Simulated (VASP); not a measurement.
Here is a VASP 6.6.1 calculation.

INCAR

```
PREC = Accurate
ENCUT = 520
EDIFF = 1E-7
ISMEAR = 0
SIGMA = 0.02
LREAL = F
LASPH = T
NELM = 100
ALGO = Fast
ISIF = 2
LWAVE = F
LCHARG = F
GGA = PS
NBANDS = 15
```

File KPOINTS:

```
Automatic mesh
0
Gamma
  8 8 8
```

File POSCAR:

```
CaS                                     
1.0
    0.0000000000      2.8201875388      2.8201875388
    2.8201875388      0.0000000000      2.8201875388
    2.8201875388      2.8201875388     -0.0000000000
  Ca              S             
     1     1
Direct
     0.0000000000000000    0.0000000000000000    0.0000000000000000
     0.5000000000000000    0.5000000000000000    0.5000000000000000
```

Contents of KPOINTS_OPT:

```
path GXWKGLUWLK,UX
20
line-mode
reciprocal
 0.0000000000  0.0000000000  0.0000000000  G
 0.5000000000  0.0000000000  0.5000000000  X

 0.5000000000  0.0000000000  0.5000000000  X
 0.5000000000  0.2500000000  0.7500000000  W

 0.5000000000  0.2500000000  0.7500000000  W
 0.3750000000  0.3750000000  0.7500000000  K

 0.3750000000  0.3750000000  0.7500000000  K
 0.0000000000  0.0000000000  0.0000000000  G

 0.0000000000  0.0000000000  0.0000000000  G
 0.5000000000  0.5000000000  0.5000000000  L

 0.5000000000  0.5000000000  0.5000000000  L
 0.6250000000  0.2500000000  0.6250000000  U

 0.6250000000  0.2500000000  0.6250000000  U
 0.5000000000  0.2500000000  0.7500000000  W

 0.5000000000  0.2500000000  0.7500000000  W
 0.5000000000  0.5000000000  0.5000000000  L

 0.5000000000  0.5000000000  0.5000000000  L
 0.3750000000  0.3750000000  0.7500000000  K

 0.6250000000  0.2500000000  0.6250000000  U
 0.5000000000  0.0000000000  0.5000000000  X
```

Potentials or basis: VASP PAW PBE potentials, release 64 (Ca_sv, S).

The run is started by

```console
$ cat potpaw_PBE.64/Ca_sv/POTCAR potpaw_PBE.64/S/POTCAR > POTCAR
$ mpirun -np 1 vasp_std > vasp.out
```

Q: What does it give for the pressure?

A: 0.0 GPa.

Q: What does it give for the band gap on the k mesh?

A: 2.16 eV, indirect (least direct gap 3.00 eV).

Q: Predict the band gap along the path.

A: 2.16 eV, indirect (least direct gap 3.00 eV).

Levels at the corners of the path, in eV from the valence-band top:
| point | band 5 | band 6 | band 7 | band 8 | band 9 | band 10 | band 11 | band 12 |
| --- | --- | --- | --- | --- | --- | --- | --- | --- |
| Γ | -11.43 | 0.00 | 0.00 | 0.00 | 4.08 | 4.08 | 4.08 | 4.15 |
| X | -10.76 | -2.38 | -0.84 | -0.84 | 2.16 | 5.63 | 6.03 | 6.89 |
| X | -10.76 | -2.38 | -0.84 | -0.84 | 2.16 | 5.63 | 6.03 | 6.89 |
| W | -10.62 | -1.88 | -1.88 | -1.64 | 4.78 | 4.78 | 6.03 | 6.53 |
| W | -10.62 | -1.88 | -1.88 | -1.64 | 4.78 | 4.78 | 6.03 | 6.53 |
| K | -10.64 | -2.14 | -1.98 | -1.08 | 3.56 | 6.36 | 6.50 | 6.50 |
| K | -10.64 | -2.14 | -1.98 | -1.08 | 3.56 | 6.36 | 6.50 | 6.50 |
| Γ | -11.43 | 0.00 | 0.00 | 0.00 | 4.08 | 4.08 | 4.08 | 4.15 |
| Γ | -11.43 | 0.00 | 0.00 | 0.00 | 4.08 | 4.08 | 4.08 | 4.15 |
| L | -10.53 | -3.26 | -1.24 | -1.24 | 5.11 | 6.11 | 6.25 | 6.25 |
| L | -10.53 | -3.26 | -1.24 | -1.24 | 5.11 | 6.11 | 6.25 | 6.25 |
| U | -10.64 | -2.14 | -1.98 | -1.08 | 3.56 | 6.36 | 6.50 | 6.50 |
| U | -10.64 | -2.14 | -1.98 | -1.08 | 3.56 | 6.36 | 6.50 | 6.50 |
| W | -10.62 | -1.88 | -1.88 | -1.64 | 4.78 | 4.78 | 6.03 | 6.53 |
| W | -10.62 | -1.88 | -1.88 | -1.64 | 4.78 | 4.78 | 6.03 | 6.53 |
| L | -10.53 | -3.26 | -1.24 | -1.24 | 5.11 | 6.11 | 6.25 | 6.25 |
| L | -10.53 | -3.26 | -1.24 | -1.24 | 5.11 | 6.11 | 6.25 | 6.25 |
| K | -10.64 | -2.14 | -1.98 | -1.08 | 3.56 | 6.36 | 6.50 | 6.50 |
| U | -10.64 | -2.14 | -1.98 | -1.08 | 3.56 | 6.36 | 6.50 | 6.50 |
| X | -10.76 | -2.38 | -0.84 | -0.84 | 2.16 | 5.63 | 6.03 | 6.89 |

Caveat: the PAW data sets were made with another functional, which shifts forces and pressure a little. PBEsol gaps usually lie below the measured ones, often by a third to a half.
